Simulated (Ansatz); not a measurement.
Born–Oppenheimer molecular dynamics of a periodic cell of 27 atoms, Ba (surface Ba(100)). It goes on from the last frame of an earlier run, with new velocities.

These are results of DFT PBE-D3(BJ), scalar-relativistic, plane waves, PAW (Ansatz 0.2.0), not measurements. Settings: accuracy low, cutoff 420 eV, k mesh 1x1x1, fermi-dirac smearing 0.05 eV, no spin polarisation.

| Quantity | Value |
| --- | --- |
| ensemble | NVT, Langevin thermostat |
| time step | 3 fs |
| steps asked | 200 |
| set temperature | 450 K |
| friction | 0.05 /fs |
| atoms held | 1 to 9 |
| seed | 903341 |

Frames 30 fs apart, positions in Å, forces in eV/Å.

Velocities at 150 fs (Å/ps):

```
Ba 0.00 0.00 0.00
Ba 0.00 0.00 0.00
Ba 0.00 0.00 0.00
Ba 0.00 0.00 0.00
Ba 0.00 0.00 0.00
Ba 0.00 0.00 0.00
Ba 0.00 0.00 0.00
Ba 0.00 0.00 0.00
Ba 0.00 0.00 0.00
Ba 0.43 -2.32 -1.16
Ba 2.40 0.72 1.94
Ba 4.46 -3.40 0.50
Ba 1.10 -2.93 1.49
Ba 0.78 3.44 2.07
Ba -1.14 -1.15 -0.86
Ba 0.75 1.20 -1.08
Ba 0.73 -1.45 -2.01
Ba -2.19 -0.18 -0.19
Ba -3.35 2.80 0.54
Ba -1.03 0.53 -2.77
Ba 2.27 -0.90 1.14
Ba 2.44 0.97 1.06
Ba 0.11 -1.43 1.77
Ba -0.70 2.81 -0.39
Ba -1.32 3.40 -0.83
Ba -1.05 1.71 -1.10
Ba -0.86 1.23 -1.29
```

```xyz
27
Lattice="15.0600 0.0000 0.0000 0.0000 15.0600 0.0000 0.0000 0.0000 17.0200" Properties=species:S:1:pos:R:3:forces:R:3 time_fs=150 energy_less_start_eV=0.141 T=539
Ba 0.000 0.000 1.000 0.00 -0.09 0.06
Ba 5.020 0.000 1.000 -0.03 -0.09 0.09
Ba 10.040 0.000 1.000 0.01 0.00 0.08
Ba 0.000 5.020 1.000 -0.02 -0.03 -0.01
Ba 5.020 5.020 1.000 0.00 -0.02 -0.01
Ba 10.040 5.020 1.000 -0.06 -0.14 0.03
Ba 0.000 10.040 1.000 -0.20 -0.08 -0.05
Ba 5.020 10.040 1.000 0.05 -0.09 0.11
Ba 10.040 10.040 1.000 -0.21 -0.05 -0.09
Ba 2.636 2.555 3.687 -0.13 0.02 0.07
Ba 7.451 2.394 3.684 -0.07 0.16 0.06
Ba 12.737 2.455 3.588 -0.33 0.04 0.17
Ba 2.325 7.428 3.523 0.12 0.15 -0.12
Ba 7.473 7.241 3.678 -0.20 0.14 -0.31
Ba 12.313 7.597 3.403 0.08 0.03 0.34
Ba 2.305 12.276 3.376 0.17 0.20 0.10
Ba 7.585 12.516 3.636 -0.18 0.00 -0.21
Ba 12.108 12.311 3.792 0.24 0.03 -0.03
Ba 0.036 -0.434 5.920 -0.05 0.16 0.01
Ba 4.760 -0.527 6.125 0.05 0.09 -0.08
Ba 9.637 -0.117 6.394 0.19 0.06 -0.03
Ba -0.221 5.348 6.011 0.00 -0.14 0.06
Ba 4.609 5.680 6.588 0.14 -0.24 -0.12
Ba 9.787 5.186 6.338 0.19 -0.21 -0.04
Ba 0.142 10.013 6.328 -0.09 -0.09 -0.15
Ba 4.748 9.993 5.935 -0.02 0.07 -0.02
Ba 9.101 9.772 6.309 0.34 0.10 0.08
27
Lattice="15.0600 0.0000 0.0000 0.0000 15.0600 0.0000 0.0000 0.0000 17.0200" Properties=species:S:1:pos:R:3:forces:R:3 time_fs=180 energy_less_start_eV=0.207 T=442
Ba 0.000 0.000 1.000 -0.01 -0.12 0.05
Ba 5.020 0.000 1.000 -0.01 -0.08 0.08
Ba 10.040 0.000 1.000 -0.01 0.00 0.12
Ba 0.000 5.020 1.000 -0.04 -0.03 -0.01
Ba 5.020 5.020 1.000 0.04 -0.01 0.04
Ba 10.040 5.020 1.000 -0.08 -0.15 0.06
Ba 0.000 10.040 1.000 -0.19 -0.07 0.01
Ba 5.020 10.040 1.000 0.03 -0.13 0.08
Ba 10.040 10.040 1.000 -0.20 -0.04 -0.12
Ba 2.592 2.481 3.648 -0.10 0.10 0.10
Ba 7.451 2.427 3.724 -0.08 0.11 0.02
Ba 12.788 2.438 3.617 -0.41 0.08 0.10
Ba 2.342 7.354 3.531 0.09 0.27 -0.15
Ba 7.507 7.337 3.759 -0.28 0.03 -0.50
Ba 12.267 7.591 3.397 0.14 0.05 0.35
Ba 2.365 12.287 3.399 0.06 0.24 0.03
Ba 7.511 12.431 3.613 -0.09 0.13 -0.16
Ba 12.029 12.304 3.833 0.28 0.00 -0.10
Ba -0.082 -0.401 5.918 0.04 0.12 0.02
Ba 4.742 -0.487 6.091 0.06 0.08 -0.03
Ba 9.709 -0.144 6.383 0.11 0.07 -0.05
Ba -0.226 5.351 5.998 -0.01 -0.12 0.08
Ba 4.592 5.674 6.566 0.17 -0.25 -0.10
Ba 9.787 5.214 6.299 0.22 -0.25 0.01
Ba 0.140 10.117 6.329 -0.09 -0.17 -0.16
Ba 4.737 10.027 5.879 -0.02 -0.01 0.06
Ba 9.110 9.774 6.317 0.36 0.16 0.16
27
Lattice="15.0600 0.0000 0.0000 0.0000 15.0600 0.0000 0.0000 0.0000 17.0200" Properties=species:S:1:pos:R:3:forces:R:3 time_fs=210 energy_less_start_eV=0.215 T=419
Ba 0.000 0.000 1.000 0.00 -0.12 0.07
Ba 5.020 0.000 1.000 0.01 -0.07 0.10
Ba 10.040 0.000 1.000 -0.01 0.00 0.18
Ba 0.000 5.020 1.000 -0.04 -0.02 -0.02
Ba 5.020 5.020 1.000 0.06 0.01 0.06
Ba 10.040 5.020 1.000 -0.08 -0.14 0.09
Ba 0.000 10.040 1.000 -0.19 -0.06 0.04
Ba 5.020 10.040 1.000 0.04 -0.14 0.06
Ba 10.040 10.040 1.000 -0.19 -0.02 -0.06
Ba 2.614 2.509 3.610 -0.14 0.06 0.14
Ba 7.438 2.444 3.812 -0.09 0.07 -0.06
Ba 12.809 2.485 3.655 -0.44 0.03 0.02
Ba 2.334 7.355 3.540 0.12 0.26 -0.20
Ba 7.508 7.369 3.788 -0.28 -0.04 -0.58
Ba 12.258 7.582 3.447 0.14 0.08 0.27
Ba 2.415 12.264 3.418 0.00 0.24 -0.02
Ba 7.454 12.421 3.663 -0.02 0.19 -0.23
Ba 12.076 12.304 3.883 0.18 -0.07 -0.22
Ba -0.114 -0.419 5.844 0.10 0.13 0.07
Ba 4.658 -0.479 6.116 0.10 0.08 -0.01
Ba 9.780 -0.195 6.402 0.06 0.11 -0.05
Ba -0.221 5.362 5.962 0.01 -0.13 0.14
Ba 4.611 5.628 6.510 0.16 -0.24 -0.08
Ba 9.812 5.188 6.251 0.22 -0.21 0.05
Ba 0.147 10.064 6.293 -0.08 -0.12 -0.13
Ba 4.758 9.998 5.864 -0.07 -0.01 0.12
Ba 9.109 9.806 6.262 0.42 0.13 0.24
27
Lattice="15.0600 0.0000 0.0000 0.0000 15.0600 0.0000 0.0000 0.0000 17.0200" Properties=species:S:1:pos:R:3:forces:R:3 time_fs=240 energy_less_start_eV=0.204 T=562
Ba 0.000 0.000 1.000 0.01 -0.11 0.07
Ba 5.020 0.000 1.000 -0.01 -0.05 0.13
Ba 10.040 0.000 1.000 -0.03 0.01 0.18
Ba 0.000 5.020 1.000 -0.10 -0.01 -0.03
Ba 5.020 5.020 1.000 0.08 0.02 0.06
Ba 10.040 5.020 1.000 -0.09 -0.16 0.08
Ba 0.000 10.040 1.000 -0.22 -0.08 0.03
Ba 5.020 10.040 1.000 0.05 -0.14 0.07
Ba 10.040 10.040 1.000 -0.20 0.00 -0.06
Ba 2.583 2.613 3.590 -0.10 -0.08 0.15
Ba 7.427 2.442 3.865 -0.08 0.05 -0.10
Ba 12.792 2.434 3.678 -0.45 0.13 -0.02
Ba 2.304 7.344 3.521 0.23 0.30 -0.17
Ba 7.530 7.361 3.806 -0.34 -0.02 -0.56
Ba 12.173 7.578 3.485 0.25 0.07 0.23
Ba 2.393 12.252 3.409 -0.01 0.29 -0.01
Ba 7.457 12.442 3.701 -0.02 0.21 -0.26
Ba 12.119 12.329 3.845 0.15 -0.06 -0.19
Ba -0.165 -0.362 5.825 0.17 0.06 0.11
Ba 4.589 -0.444 6.161 0.10 0.12 -0.05
Ba 9.784 -0.200 6.482 0.07 0.09 -0.08
Ba -0.150 5.368 5.949 -0.09 -0.17 0.14
Ba 4.622 5.527 6.502 0.15 -0.13 -0.10
Ba 9.840 5.168 6.246 0.21 -0.22 0.09
Ba 0.144 10.015 6.265 -0.11 -0.05 -0.11
Ba 4.742 10.084 5.842 -0.01 -0.18 0.15
Ba 9.187 9.816 6.237 0.38 0.13 0.25
27
Lattice="15.0600 0.0000 0.0000 0.0000 15.0600 0.0000 0.0000 0.0000 17.0200" Properties=species:S:1:pos:R:3:forces:R:3 time_fs=270 energy_less_start_eV=0.263 T=545
Ba 0.000 0.000 1.000 0.00 -0.10 0.09
Ba 5.020 0.000 1.000 -0.04 -0.03 0.12
Ba 10.040 0.000 1.000 -0.03 0.01 0.18
Ba 0.000 5.020 1.000 -0.13 -0.01 -0.05
Ba 5.020 5.020 1.000 0.07 0.05 0.06
Ba 10.040 5.020 1.000 -0.08 -0.17 0.06
Ba 0.000 10.040 1.000 -0.24 -0.09 0.01
Ba 5.020 10.040 1.000 0.07 -0.17 0.04
Ba 10.040 10.040 1.000 -0.21 -0.02 -0.03
Ba 2.529 2.687 3.572 -0.04 -0.17 0.15
Ba 7.437 2.470 3.823 -0.09 0.01 -0.05
Ba 12.787 2.427 3.722 -0.48 0.17 -0.10
Ba 2.268 7.368 3.515 0.28 0.27 -0.16
Ba 7.551 7.326 3.836 -0.38 0.13 -0.59
Ba 12.169 7.507 3.497 0.29 0.16 0.18
Ba 2.420 12.219 3.365 -0.12 0.38 0.05
Ba 7.379 12.479 3.728 0.12 0.17 -0.25
Ba 12.112 12.310 3.816 0.15 -0.01 -0.11
Ba -0.209 -0.304 5.844 0.22 -0.05 0.09
Ba 4.515 -0.408 6.178 0.10 0.17 -0.08
Ba 9.742 -0.164 6.555 0.08 0.06 -0.15
Ba -0.130 5.349 5.960 -0.10 -0.17 0.16
Ba 4.663 5.489 6.456 0.11 -0.10 -0.09
Ba 9.872 5.182 6.145 0.22 -0.30 0.20
Ba 0.155 9.982 6.278 -0.14 0.01 -0.12
Ba 4.707 10.177 5.798 0.07 -0.34 0.21
Ba 9.265 9.814 6.320 0.28 0.14 0.16
27
Lattice="15.0600 0.0000 0.0000 0.0000 15.0600 0.0000 0.0000 0.0000 17.0200" Properties=species:S:1:pos:R:3:forces:R:3 time_fs=300 energy_less_start_eV=0.337 T=383
Ba 0.000 0.000 1.000 -0.02 -0.07 0.12
Ba 5.020 0.000 1.000 -0.03 0.00 0.11
Ba 10.040 0.000 1.000 -0.03 0.02 0.18
Ba 0.000 5.020 1.000 -0.13 -0.03 -0.03
Ba 5.020 5.020 1.000 0.09 0.07 0.06
Ba 10.040 5.020 1.000 -0.10 -0.18 0.04
Ba 0.000 10.040 1.000 -0.26 -0.08 0.00
Ba 5.020 10.040 1.000 0.09 -0.17 0.03
Ba 10.040 10.040 1.000 -0.22 -0.08 -0.03
Ba 2.552 2.738 3.577 -0.09 -0.21 0.14
Ba 7.437 2.497 3.826 -0.10 -0.03 -0.06
Ba 12.750 2.427 3.786 -0.44 0.13 -0.17
Ba 2.264 7.430 3.502 0.26 0.13 -0.13
Ba 7.562 7.345 3.872 -0.44 0.09 -0.68
Ba 12.202 7.410 3.503 0.25 0.25 0.17
Ba 2.444 12.255 3.319 -0.19 0.40 0.07
Ba 7.347 12.508 3.742 0.16 0.15 -0.24
Ba 12.064 12.266 3.762 0.21 0.06 0.03
Ba -0.228 -0.301 5.942 0.18 -0.08 0.01
Ba 4.441 -0.368 6.164 0.14 0.18 -0.06
Ba 9.752 -0.140 6.590 0.07 0.04 -0.17
Ba -0.167 5.292 6.023 -0.01 -0.13 0.12
Ba 4.646 5.466 6.440 0.11 -0.05 -0.08
Ba 9.830 5.149 6.134 0.24 -0.30 0.23
Ba 0.182 9.935 6.202 -0.20 0.06 -0.08
Ba 4.646 10.245 5.770 0.13 -0.40 0.25
Ba 9.204 9.760 6.341 0.32 0.22 0.18
27
Lattice="15.0600 0.0000 0.0000 0.0000 15.0600 0.0000 0.0000 0.0000 17.0200" Properties=species:S:1:pos:R:3:forces:R:3 time_fs=330 energy_less_start_eV=0.263 T=486
Ba 0.000 0.000 1.000 -0.04 -0.03 0.14
Ba 5.020 0.000 1.000 0.00 -0.01 0.11
Ba 10.040 0.000 1.000 -0.06 0.01 0.16
Ba 0.000 5.020 1.000 -0.12 -0.03 -0.01
Ba 5.020 5.020 1.000 0.07 0.09 0.03
Ba 10.040 5.020 1.000 -0.12 -0.17 0.01
Ba 0.000 10.040 1.000 -0.25 -0.11 -0.01
Ba 5.020 10.040 1.000 0.05 -0.17 0.00
Ba 10.040 10.040 1.000 -0.23 -0.10 -0.08
Ba 2.626 2.746 3.553 -0.20 -0.21 0.17
Ba 7.463 2.525 3.816 -0.11 -0.05 -0.03
Ba 12.632 2.477 3.768 -0.31 0.05 -0.14
Ba 2.224 7.418 3.578 0.30 0.09 -0.28
Ba 7.509 7.395 3.769 -0.33 0.06 -0.46
Ba 12.193 7.399 3.491 0.26 0.26 0.18
Ba 2.421 12.284 3.282 -0.13 0.38 0.11
Ba 7.346 12.444 3.741 0.16 0.24 -0.24
Ba 12.031 12.252 3.710 0.27 0.10 0.11
Ba -0.222 -0.274 5.964 0.11 -0.05 -0.07
Ba 4.394 -0.369 6.176 0.19 0.17 -0.09
Ba 9.769 -0.161 6.598 0.05 0.04 -0.20
Ba -0.209 5.256 6.068 0.00 -0.15 0.10
Ba 4.624 5.431 6.448 0.15 -0.02 -0.08
Ba 9.851 5.191 6.155 0.15 -0.26 0.18
Ba 0.179 9.925 6.075 -0.25 0.10 0.01
Ba 4.639 10.251 5.756 0.11 -0.39 0.26
Ba 9.236 9.772 6.377 0.28 0.16 0.12
27
Lattice="15.0600 0.0000 0.0000 0.0000 15.0600 0.0000 0.0000 0.0000 17.0200" Properties=species:S:1:pos:R:3:forces:R:3 time_fs=360 energy_less_start_eV=0.240 T=434
Ba 0.000 0.000 1.000 -0.04 -0.01 0.14
Ba 5.020 0.000 1.000 0.02 0.00 0.12
Ba 10.040 0.000 1.000 -0.05 -0.01 0.16
Ba 0.000 5.020 1.000 -0.10 -0.02 0.01
Ba 5.020 5.020 1.000 0.08 0.11 0.04
Ba 10.040 5.020 1.000 -0.13 -0.16 0.02
Ba 0.000 10.040 1.000 -0.22 -0.11 0.01
Ba 5.020 10.040 1.000 0.04 -0.17 0.01
Ba 10.040 10.040 1.000 -0.21 -0.07 -0.07
Ba 2.671 2.764 3.552 -0.26 -0.23 0.17
Ba 7.484 2.490 3.877 -0.12 -0.01 -0.09
Ba 12.576 2.485 3.735 -0.25 0.01 -0.09
Ba 2.192 7.408 3.688 0.31 0.06 -0.51
Ba 7.493 7.409 3.747 -0.26 0.06 -0.37
Ba 12.199 7.434 3.469 0.25 0.21 0.19
Ba 2.442 12.326 3.260 -0.12 0.33 0.17
Ba 7.401 12.431 3.756 0.07 0.25 -0.23
Ba 12.079 12.242 3.747 0.22 0.11 0.03
Ba -0.199 -0.309 5.927 0.08 0.01 -0.07
Ba 4.371 -0.305 6.231 0.23 0.09 -0.12
Ba 9.784 -0.182 6.623 0.07 0.04 -0.19
Ba -0.262 5.231 6.058 0.01 -0.17 0.11
Ba 4.625 5.455 6.419 0.17 -0.07 -0.02
Ba 9.887 5.213 6.173 0.12 -0.24 0.15
Ba 0.180 9.886 6.040 -0.29 0.16 0.07
Ba 4.626 10.213 5.740 0.15 -0.29 0.26
Ba 9.326 9.809 6.390 0.22 0.10 0.09
```

Of the whole run (600 fs, mean temperature of the second half 438 K): A run of 0.6 ps of so small a system gives no equilibrium averages. Limits of this set-up: coarse k mesh, thin slab, slab without dipole correction, a typed lattice constant that wasn't relaxed here, low accuracy level.

The run took 41 min on 4 threads of Intel(R) Xeon(R) Platinum 8259CL CPU @ 2.50GHz (Skylake/Cascade Lake), on a shared host, peak memory 3 GiB.
